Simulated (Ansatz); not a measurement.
# HC18: the cost of one run

Method: DFT PBE+D3(BJ), plane waves, PAW, scalar-relativistic, collinear spin, in Ansatz 0.2.0.

**1. The structure to begin with**

The cell holds 19 atoms (C18H): a = 7.398 Å, b = 7.398 Å, c = 11.000 Å, α = 90.00°, β = 90.00°, γ = 120.00°.

The coordinates stand in the first input below.

**2. Relaxing the start**

input.yaml reads:

```yaml
accuracy: low
crystal:
  lattice:
    - [7.398, 0.0, 0.0]
    - [-3.699, 6.406856, 0.0]
    - [0.0, 0.0, 11.0]
  atoms:
    - { symbol: C, position: [0.0, 0.0, 0.0909091] }
    - { symbol: C, position: [0.2222222, 0.1111111, 0.0909091] }
    - { symbol: C, position: [0.0, 0.3333333, 0.0909091] }
    - { symbol: C, position: [0.2222222, 0.4444444, 0.0909091] }
    - { symbol: C, position: [0.0, 0.6666667, 0.0909091] }
    - { symbol: C, position: [0.2222222, 0.7777778, 0.0909091] }
    - { symbol: C, position: [0.3333333, 0.0, 0.0909091] }
    - { symbol: C, position: [0.5555556, 0.1111111, 0.0909091] }
    - { symbol: C, position: [0.3333333, 0.3333333, 0.0909091] }
    - { symbol: C, position: [0.5555556, 0.4444444, 0.0909091] }
    - { symbol: C, position: [0.3333333, 0.6666667, 0.0909091] }
    - { symbol: C, position: [0.5555556, 0.7777778, 0.0909091] }
    - { symbol: C, position: [0.6666667, 0.0, 0.0909091] }
    - { symbol: C, position: [0.8888889, 0.1111111, 0.0909091] }
    - { symbol: C, position: [0.6666667, 0.3333333, 0.0909091] }
    - { symbol: C, position: [0.8888889, 0.4444444, 0.0909091] }
    - { symbol: C, position: [0.6666667, 0.6666667, 0.0909091] }
    - { symbol: C, position: [0.8888889, 0.7777778, 0.0909091] }
    - { symbol: H, position: [0.033263, 0.9491971, 0.1772727], spin: 1.0 }
magnetization:
  spin_polarized: true
basis:
  ecutwfc: 420.0
kpoints:
  mp_grid: { grid: [2, 2, 1] }
hamiltonian:
  xc: pbe
  dispersion: d3bj
scf:
  occupations: { method: fermi_dirac, width: 0.05 }
  lower_state_search: "off"
relax:
  f_tol: 0.08
  max_steps: 25
  adjacent_minimum: "off"
output:
  write_density: true
  write_potential: true
  elf: true
  volumetric_format: npy
```

Started as:

```console
$ ansatz run input.yaml --threads 1 --pin off --max-ram 3072MiB --backend cpu --events-out ev --progress --plain --runs-dir out
```

Q: Estimate wall time and peak memory on 1 thread of Arm Neoverse V1, shared host.

About 4 min, with a peak of 0.8 GiB.
